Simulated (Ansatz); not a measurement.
**What a change of settings does to a run on V**

The structure comes from a relaxation in the same program, started in the fcc type. Whether it is a known phase or the ground state wasn't checked. The listed cell was then made from it by scaling, straining or moving an atom.

First run: DFT, PBE, all-electron LAPW, scalar-relativistic (Ansatz 0.2.0).

Command: `ansatz run input.yaml --threads 1 --pin off --max-ram 3072MiB --backend cpu --events-out ev --progress --plain --runs-dir out` The run took 42 s on 1 thread of Intel(R) Xeon(R) 6975P-C (Granite Rapids), on a shared host.

```yaml
crystal:
  lattice:
    - [0.0, 1.8796640285, 1.9082883538]
    - [1.8796640285, 0.0, 1.9082883538]
    - [1.8796640285, 1.8796640285, 0.0]
  atoms:
    - { symbol: V, position: [0.0, 0.0, 0.0], spin: 1.5 }
magnetization:
  spin_polarized: true
kpoints:
  mp_grid: { grid: [19, 19, 19] }
scf:
  occupations: { method: fermi_dirac, width: 0.05 }
hamiltonian:
  xc: pbe
  pseudopotentials: { kind: all_electron, lapw: { basis_error: 0.001 } }
output:
  forces: true
  stress: true
  eigenvalues: true
```

Result: converged; pressure 5.62 GPa; moment 0.00 μB; 10 SCF iterations.

The input is then changed:

```diff
@@ -9,5 +9,5 @@
   spin_polarized: true
 kpoints:
-  mp_grid: { grid: [19, 19, 19] }
+  mp_grid: { grid: [19, 19, 19], shift: [0.5, 0.5, 0.5] }
 scf:
   occupations: { method: fermi_dirac, width: 0.05 }
```

Question: Predict the outcome of the changed run.

Answer: It converged; energy at zero smearing +0.2 meV/atom from the first run; pressure 5.61 GPa; moment 0.00 μB; 11 SCF iterations.
